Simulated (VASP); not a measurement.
# BN (F-43m) in VASP: notebook

The runs below take BN through Born charges and dielectric tensor, band structure, dielectric tensor, with revPBE, PBE0, LDA.

All numbers are computed with VASP 6.6.1; they aren't measurements. Logs are shortened: lines on timing, memory, paths and dates and some standing lists are left out, and cuts for length are marked.

**The experiment to reproduce.**

From a printed reference work, monograph, for a bulk crystal of BN at 300 K: band gap 6.4 eV (indirect).

The runs below are set against these values where they give the same quantity.

## (1) The structure

The structure is cubic, space group F-43m (No. 216). The conventional cell has a = 3.626 Å, b = 3.626 Å, c = 3.626 Å, α = 90.00°, β = 90.00°, γ = 90.00°. Around N (site symmetry -43m) lie 4 B at 1.57 Å. B (site symmetry -43m) is surrounded by 4 N at 1.57 Å.

The cell is a database's computed one.

## (2) Born charges and dielectric tensor, revPBE, collinear spin, zero start

File INCAR:

```
ALGO = Normal ; EDIFF = 1E-8
ENCUT = 500 ; GGA = RE
ISIF = 2 ; ISMEAR = 0
ISPIN = 2 ; LASPH = True
LCHARG = False ; LEPSILON = True
LORBIT = 11 ; LREAL = False
LWAVE = False ; MAGMOM = 0 0 0 0 0 0 0 0
NELM = 100 ; PREC = Accurate
SIGMA = 0.01
```

File BN.cif:

```cif
data_BN
_cell_length_a 3.62600200
_cell_length_b 3.62600200
_cell_length_c 3.62600200
_cell_angle_alpha 90.00000000
_cell_angle_beta 90.00000000
_cell_angle_gamma 90.00000000
_space_group_name_H-M_alt 'F-43m'
_space_group_name_Hall 'F -4 2 3'
_space_group_IT_number 216
loop_
_space_group_symop_operation_xyz
'x,y,z'
'y,-x,-z'
'-x,-y,z'
'-y,x,-z'
'x,-y,-z'
'y,x,z'
'-x,y,-z'
'-y,-x,z'
'z,x,y'
'-z,y,-x'
'z,-x,-y'
'-z,-y,x'
'-z,x,-y'
'z,y,x'
'-z,-x,y'
'z,-y,-x'
'y,z,x'
'-x,-z,y'
'-y,z,-x'
'x,-z,-y'
'-y,-z,x'
'x,z,y'
'y,-z,-x'
'-x,z,-y'
'x,y+1/2,z+1/2'
'y,-x+1/2,-z+1/2'
'-x,-y+1/2,z+1/2'
'-y,x+1/2,-z+1/2'
'x,-y+1/2,-z+1/2'
'y,x+1/2,z+1/2'
'-x,y+1/2,-z+1/2'
'-y,-x+1/2,z+1/2'
'z,x+1/2,y+1/2'
'-z,y+1/2,-x+1/2'
'z,-x+1/2,-y+1/2'
'-z,-y+1/2,x+1/2'
'-z,x+1/2,-y+1/2'
'z,y+1/2,x+1/2'
'-z,-x+1/2,y+1/2'
'z,-y+1/2,-x+1/2'
'y,z+1/2,x+1/2'
'-x,-z+1/2,y+1/2'
'-y,z+1/2,-x+1/2'
'x,-z+1/2,-y+1/2'
'-y,-z+1/2,x+1/2'
'x,z+1/2,y+1/2'
'y,-z+1/2,-x+1/2'
'-x,z+1/2,-y+1/2'
'x+1/2,y,z+1/2'
'y+1/2,-x,-z+1/2'
'-x+1/2,-y,z+1/2'
'-y+1/2,x,-z+1/2'
'x+1/2,-y,-z+1/2'
'y+1/2,x,z+1/2'
'-x+1/2,y,-z+1/2'
'-y+1/2,-x,z+1/2'
'z+1/2,x,y+1/2'
'-z+1/2,y,-x+1/2'
'z+1/2,-x,-y+1/2'
'-z+1/2,-y,x+1/2'
'-z+1/2,x,-y+1/2'
'z+1/2,y,x+1/2'
'-z+1/2,-x,y+1/2'
'z+1/2,-y,-x+1/2'
'y+1/2,z,x+1/2'
'-x+1/2,-z,y+1/2'
'-y+1/2,z,-x+1/2'
'x+1/2,-z,-y+1/2'
'-y+1/2,-z,x+1/2'
'x+1/2,z,y+1/2'
'y+1/2,-z,-x+1/2'
'-x+1/2,z,-y+1/2'
'x+1/2,y+1/2,z'
'y+1/2,-x+1/2,-z'
'-x+1/2,-y+1/2,z'
'-y+1/2,x+1/2,-z'
'x+1/2,-y+1/2,-z'
'y+1/2,x+1/2,z'
'-x+1/2,y+1/2,-z'
'-y+1/2,-x+1/2,z'
'z+1/2,x+1/2,y'
'-z+1/2,y+1/2,-x'
'z+1/2,-x+1/2,-y'
'-z+1/2,-y+1/2,x'
'-z+1/2,x+1/2,-y'
'z+1/2,y+1/2,x'
'-z+1/2,-x+1/2,y'
'z+1/2,-y+1/2,-x'
'y+1/2,z+1/2,x'
'-x+1/2,-z+1/2,y'
'-y+1/2,z+1/2,-x'
'x+1/2,-z+1/2,-y'
'-y+1/2,-z+1/2,x'
'x+1/2,z+1/2,y'
'y+1/2,-z+1/2,-x'
'-x+1/2,z+1/2,-y'
loop_
_atom_site_label
_atom_site_type_symbol
_atom_site_symmetry_multiplicity
_atom_site_Wyckoff_symbol
_atom_site_fract_x
_atom_site_fract_y
_atom_site_fract_z
_atom_site_occupancy
N1 N 4 d 0.2500000000 0.2500000000 0.7500000000 1
B1 B 4 a 0.0000000000 0.0000000000 0.0000000000 1
```

File KPOINTS:

```
k-points
0
Gamma
  7 7 7
```

File POSCAR:

```
N  B 
 1.0000000000000000
     3.6260020000000002    0.0000000000000000    0.0000000000000000
     0.0000000000000000    3.6260020000000002    0.0000000000000000
     0.0000000000000000    0.0000000000000000    3.6260020000000002
 N   B  
   4   4
Cartesian
  0.9065005000000000  0.9065005000000000  2.7195015000000007
  0.9065005000000000  2.7195015000000002  0.9065004999999996
  2.7195015000000002  2.7195015000000002  2.7195015000000007
  2.7195015000000002  0.9065005000000000  0.9065004999999996
  0.0000000000000000  0.0000000000000000  0.0000000000000000
  0.0000000000000000  1.8130010000000001  1.8130010000000001
  1.8130010000000001  0.0000000000000000  1.8130010000000001
  1.8130010000000001  1.8130010000000001  0.0000000000000000
```

Potentials or basis: VASP PAW PBE potentials, release 64 (N, B).

Launch:

```console
ase convert -i cif -o vasp BN.cif POSCAR
cat potpaw_PBE.64/N/POTCAR potpaw_PBE.64/B/POTCAR > POTCAR
mpirun -np 1 vasp_std > vasp.out
```

OUTCAR:

```text
EDIFF = 1E-8
   ENCUT = 500
   GGA = RE
   ISIF = 2
   ISMEAR = 0
   ISPIN = 2
   LASPH = True
   LEPSILON = True
   LORBIT = 11
   LREAL = False
   NELM = 100
   PREC = Accurate

 ion  position               nearest neighbor table
   1  0.250  0.250  0.750-   5 1.57   6 1.57   7 1.57   8 1.57
   2  0.250  0.750  0.250-   5 1.57   6 1.57   7 1.57   8 1.57
   3  0.750  0.750  0.750-   5 1.57   6 1.57   7 1.57   8 1.57
   4  0.750  0.250  0.250-   5 1.57   6 1.57   7 1.57   8 1.57
   5  0.000  0.000  0.000-   1 1.57   2 1.57   3 1.57   4 1.57
   6  0.000  0.500  0.500-   1 1.57   2 1.57   3 1.57   4 1.57
   7  0.500  0.000  0.500-   1 1.57   2 1.57   3 1.57   4 1.57
   8  0.500  0.500  0.000-   1 1.57   2 1.57   3 1.57   4 1.57

  LATTYP: Found a simple cubic cell.
 ALAT       =     3.6260020000

  Lattice vectors:

 A1 = (   3.6260020000,   0.0000000000,   0.0000000000)
 A2 = (   0.0000000000,   3.6260020000,   0.0000000000)
 A3 = (   0.0000000000,   0.0000000000,   3.6260020000)

Analysis of symmetry for initial positions (statically):
=====================================================================
 Subroutine PRICEL returns following result:

  LATTYP: Found a face centered cubic cell.
 ALAT       =     3.6260020000
[... 12 lines left out ...]
 Subroutine GETGRP returns: Found 24 space group operations
 (whereof 24 operations were pure point group operations)
 out of a pool of 48 trial point group operations.

The static configuration has the point symmetry T_d .

Analysis of symmetry for dynamics (positions and initial velocities):
=====================================================================
 Subroutine PRICEL returns following result:

  LATTYP: Found a face centered cubic cell.
 ALAT       =     3.6260020000
[... 12 lines left out ...]
 Subroutine GETGRP returns: Found 24 space group operations
 (whereof 24 operations were pure point group operations)
 out of a pool of 48 trial point group operations.

The dynamic configuration has the point symmetry T_d .

Analysis of structural, dynamic, and magnetic symmetry:
=====================================================================
 Subroutine PRICEL returns following result:

  LATTYP: Found a face centered cubic cell.
 ALAT       =     3.6260020000
[... 12 lines left out ...]
 Subroutine GETGRP returns: Found 24 space group operations
 (whereof 24 operations were pure point group operations)
 out of a pool of 48 trial point group operations.

[... 1166 lines left out ...]

------------------------ aborting loop because EDIFF is reached ----------------------------------------

--------------------------------------- Ionic step        3  -------------------------------------------

 Free energy of the ion-electron system (eV)
  ---------------------------------------------------
  ---------------------------------------------------
  free energy    TOTEN  =        -0.51970431 eV

  energy without entropy =       -0.51970431

------------------------ aborting loop because EDIFF is reached ----------------------------------------

 PIEZOELECTRIC TENSOR FIELD DIRECTION 3  (e Angst)
 -----------------------------------------------------------------------------
     0.00197  3.12333  0.00000           ( -0.00000  0.01922  0.00000)
     3.12333  0.00197  0.00000           (  0.01922 -0.00000  0.00000)
     0.00000  0.00000 -0.00406           (  0.00000  0.00000 -0.00001)

 PIEZOELECTRIC TENSOR FIELD DIRECTION 3  (C/m^2)
 -----------------------------------------------------------------------------
     0.00066  1.04965  0.00000
     1.04965  0.00066  0.00000
     0.00000  0.00000 -0.00136

 MACROSCOPIC STATIC DIELECTRIC TENSOR (including local field effects in DFT)
 ------------------------------------------------------
           4.624092    -0.000000     0.000000
          -0.000000     4.624092    -0.000000
           0.000000    -0.000000     4.624092
 ------------------------------------------------------

 PIEZOELECTRIC TENSOR (including local field effects)  for field in x, y, z        (e  Angst)
          XX          YY          ZZ          XY          YZ          ZX
  --------------------------------------------------------------------------------
  x    -0.00000     0.00000     0.00000    -0.00000     3.12336     0.00000
  y     0.00000    -0.00000     0.00000     0.00000    -0.00000     3.12336
  z     0.00000    -0.00000    -0.00000     3.12336     0.00000    -0.00000

 PIEZOELECTRIC TENSOR (including local field effects)  for field in x, y, z        (C/m^2)
          XX          YY          ZZ          XY          YZ          ZX
  --------------------------------------------------------------------------------
  x    -0.00000     0.00000     0.00000    -0.00000     1.04966     0.00000
  y     0.00000    -0.00000     0.00000     0.00000    -0.00000     1.04966
  z     0.00000    -0.00000    -0.00000     1.04966     0.00000    -0.00000

 BORN EFFECTIVE CHARGES (including local field effects) (in |e|, cummulative output)
 ---------------------------------------------------------------------------------
 ion    1
    1    -1.92056    -0.00000     0.00000
    2    -0.00000    -1.92056     0.00000
    3     0.00000     0.00000    -1.92056
 ion    2
    1    -1.92056    -0.00000     0.00000
    2     0.00000    -1.92056     0.00000
    3    -0.00000     0.00000    -1.92056
 ion    3
    1    -1.92056     0.00000     0.00000
    2     0.00000    -1.92056     0.00000
    3     0.00000     0.00000    -1.92056
 ion    4
    1    -1.92056    -0.00000     0.00000
    2     0.00000    -1.92056     0.00000
    3     0.00000     0.00000    -1.92056
 ion    5
    1     1.92056     0.00000     0.00000
    2    -0.00000     1.92056    -0.00000
    3    -0.00000    -0.00000     1.92056
 ion    6
    1     1.92056     0.00000     0.00000
    2    -0.00000     1.92056     0.00000
    3     0.00000    -0.00000     1.92056
 ion    7
    1     1.92056     0.00000     0.00000
    2    -0.00000     1.92056     0.00000
    3    -0.00000    -0.00000     1.92056
 ion    8
    1     1.92056     0.00000     0.00000
    2    -0.00000     1.92056     0.00000
    3    -0.00000    -0.00000     1.92056

 total charge

# of ion       s       p       d       tot
------------------------------------------
    1        1.219   2.755   0.000   3.974
    2        1.219   2.755   0.000   3.974
    3        1.219   2.755   0.000   3.974
    4        1.219   2.755   0.000   3.974
    5        0.679   1.346   0.000   2.025
    6        0.679   1.346   0.000   2.025
    7        0.679   1.346   0.000   2.025
    8        0.679   1.346   0.000   2.025
--------------------------------------------------
tot          7.590  16.404   0.000  23.993

 magnetization (x)

# of ion       s       p       d       tot
------------------------------------------
    1       -0.000  -0.000   0.000  -0.000
    2       -0.000  -0.000   0.000  -0.000
    3       -0.000  -0.000   0.000  -0.000
    4       -0.000  -0.000   0.000  -0.000
    5        0.000   0.000   0.000   0.000
    6        0.000   0.000   0.000   0.000
    7        0.000   0.000   0.000   0.000
    8        0.000   0.000   0.000   0.000
--------------------------------------------------
tot          0.000  -0.000   0.000  -0.000
```

It took 7.6 min on 1 thread of Intel Xeon Platinum 8488C (Sapphire Rapids), shared host; peak memory 0.38 GiB.

Results:

* Band gap on the k mesh: 4.47 eV
* Net moment: 0.00 μB per cell
* Valence electrons inside the program's atomic spheres: N 3.97; B 2.02
* Electronic dielectric tensor (diagonal): 4.62
* Born charges (mean of the diagonal): N -1.92; B +1.92 e

Electronic dielectric tensor:
```
4.62 0.00 0.00
0.00 4.62 0.00
0.00 0.00 4.62
```

Born effective charge tensors (e):
atom 1, N
```
-1.92  0.00  0.00
 0.00 -1.92  0.00
 0.00  0.00 -1.92
```
atom 2, N
```
-1.92  0.00  0.00
 0.00 -1.92  0.00
 0.00  0.00 -1.92
```
atom 3, N
```
-1.92  0.00  0.00
 0.00 -1.92  0.00
 0.00  0.00 -1.92
```
atom 4, N
```
-1.92  0.00  0.00
 0.00 -1.92  0.00
 0.00  0.00 -1.92
```
atom 5, B
```
1.92 0.00 0.00
0.00 1.92 0.00
0.00 0.00 1.92
```
atom 6, B
```
1.92 0.00 0.00
0.00 1.92 0.00
0.00 0.00 1.92
```
atom 7, B
```
1.92 0.00 0.00
0.00 1.92 0.00
0.00 0.00 1.92
```
atom 8, B
```
1.92 0.00 0.00
0.00 1.92 0.00
0.00 0.00 1.92
```

Caveat: the PAW data sets were made with another functional, which shifts forces and pressure a little; an odd mesh through Γ misses points on the zone boundary, where band edges often lie.

## (3) Band structure, PBE0

This run uses another cell than the first one: it holds 2 atoms, not 8.

File POSCAR:

```
BN
1.0
    0.0000000000      1.8130010000      1.8130010000
    1.8130010000      0.0000000000      1.8130010000
    1.8130010000      1.8130010000      0.0000000000
N B
1 1
Direct
    0.2500000000      0.2500000000      0.2500000000
    0.0000000000      0.0000000000      0.0000000000
```

File INCAR.step1:

```
SYSTEM = BN
PREC = Accurate ; ENCUT = 520
EDIFF = 1E-5 ; ISMEAR = -1
SIGMA = 0.05 ; LREAL = .FALSE.
LASPH = .TRUE. ; NELM = 80
ALGO = Normal ; ISIF = 2
LWAVE = .TRUE. ; LCHARG = .FALSE.
NBANDS = 11 ; GGA = PE
```

File INCAR.step2:

```
SYSTEM = BN
PREC = Accurate ; ENCUT = 520
EDIFF = 1E-6 ; ISMEAR = -1
SIGMA = 0.05 ; LREAL = .FALSE.
LASPH = .TRUE. ; NELM = 80
ALGO = Normal ; ISIF = 2
LWAVE = .FALSE. ; LCHARG = .FALSE.
GGA = PE ; LHFCALC = .TRUE.
AEXX = 0.25 ; PRECFOCK = Fast
HFRCUT = -1 ; NBANDS = 11
ISTART = 1
```

File KPOINTS:

```
Automatic mesh
0
G
  7 7 7
  0 0 0
```

File KPOINTS_OPT:

```
path GXWKGLUWLK,UX
12
line-mode
reciprocal
 0.0000000000  0.0000000000  0.0000000000  G
 0.5000000000  0.0000000000  0.5000000000  X

 0.5000000000  0.0000000000  0.5000000000  X
 0.5000000000  0.2500000000  0.7500000000  W

 0.5000000000  0.2500000000  0.7500000000  W
 0.3750000000  0.3750000000  0.7500000000  K

 0.3750000000  0.3750000000  0.7500000000  K
 0.0000000000  0.0000000000  0.0000000000  G

 0.0000000000  0.0000000000  0.0000000000  G
 0.5000000000  0.5000000000  0.5000000000  L

 0.5000000000  0.5000000000  0.5000000000  L
 0.6250000000  0.2500000000  0.6250000000  U

 0.6250000000  0.2500000000  0.6250000000  U
 0.5000000000  0.2500000000  0.7500000000  W

 0.5000000000  0.2500000000  0.7500000000  W
 0.5000000000  0.5000000000  0.5000000000  L

 0.5000000000  0.5000000000  0.5000000000  L
 0.3750000000  0.3750000000  0.7500000000  K

 0.6250000000  0.2500000000  0.6250000000  U
 0.5000000000  0.0000000000  0.5000000000  X
```

Potentials or basis: VASP PAW PBE potentials, release 64 (N, B).

Launch:

```console
cat potpaw_PBE.64/N/POTCAR potpaw_PBE.64/B/POTCAR > POTCAR
cp INCAR.step1 INCAR
mpirun -np 1 vasp_std > vasp.out
cp INCAR.step2 INCAR
mpirun -np 1 vasp_std > vasp.out
```

It took 4.9 min on 1 thread of Intel Xeon 6975P-C (Granite Rapids), shared host; peak memory 0.15 GiB.

The run converged. Its results:

```yaml
Free_energy: -21.2691 eV
Pressure: -9.0 GPa
Band_gap_on_the_k_mesh: 6.80 eV, indirect (least direct gap 11.27 eV)
Band_gap_along_the_path: 6.53 eV, indirect (least direct gap 11.27 eV)
```

Levels at the corners of the path, in eV from the valence-band top:
```
point  band 1  band 2  band 3  band 4  band 5  band 6  band 7  band 8  band 9
    Γ  -22.04    0.00    0.00    0.00   11.27   11.27   11.27   12.75   27.34
    X  -16.08   -9.74   -5.28   -5.28    6.53   11.46   21.10   21.10   23.87
    X  -16.08   -9.74   -5.28   -5.28    6.53   11.46   21.10   21.10   23.87
    W  -15.77   -8.34   -7.50   -6.95   11.98   16.04   17.01   17.49   22.39
    W  -15.77   -8.34   -7.50   -6.95   11.98   16.04   17.01   17.49   22.39
    K  -16.00   -8.89   -8.22   -4.39    9.10   15.41   18.81   19.69   21.52
    K  -16.00   -8.89   -8.22   -4.39    9.10   15.41   18.81   19.69   21.52
    Γ  -22.04    0.00    0.00    0.00   11.27   11.27   11.27   12.75   27.34
    Γ  -22.04    0.00    0.00    0.00   11.27   11.27   11.27   12.75   27.34
    L  -17.55  -11.58   -2.10   -2.10   12.50   13.23   13.23   18.07   26.20
    L  -17.55  -11.58   -2.10   -2.10   12.50   13.23   13.23   18.07   26.20
    U  -16.00   -8.89   -8.22   -4.39    9.10   15.41   18.81   19.69   21.52
    U  -16.00   -8.89   -8.22   -4.39    9.10   15.41   18.81   19.69   21.52
    W  -15.77   -8.34   -7.50   -6.95   11.98   16.04   17.01   17.49   22.39
    W  -15.77   -8.34   -7.50   -6.95   11.98   16.04   17.01   17.49   22.39
    L  -17.55  -11.58   -2.10   -2.10   12.50   13.23   13.23   18.07   26.20
    L  -17.55  -11.58   -2.10   -2.10   12.50   13.23   13.23   18.07   26.20
    K  -16.00   -8.89   -8.22   -4.39    9.10   15.41   18.81   19.69   21.52
    U  -16.00   -8.89   -8.22   -4.39    9.10   15.41   18.81   19.69   21.52
    X  -16.08   -9.74   -5.28   -5.28    6.53   11.46   21.10   21.10   23.87
```

Caveat: the k mesh is coarse (spacing up to 0.43 Å⁻¹), so the values aren't converged, least of all with exact exchange; the PAW data sets were made with another functional, which shifts forces and pressure a little; the mesh misses the band edges, which the band path finds closer together.

(Continued in part 2 of 2.)
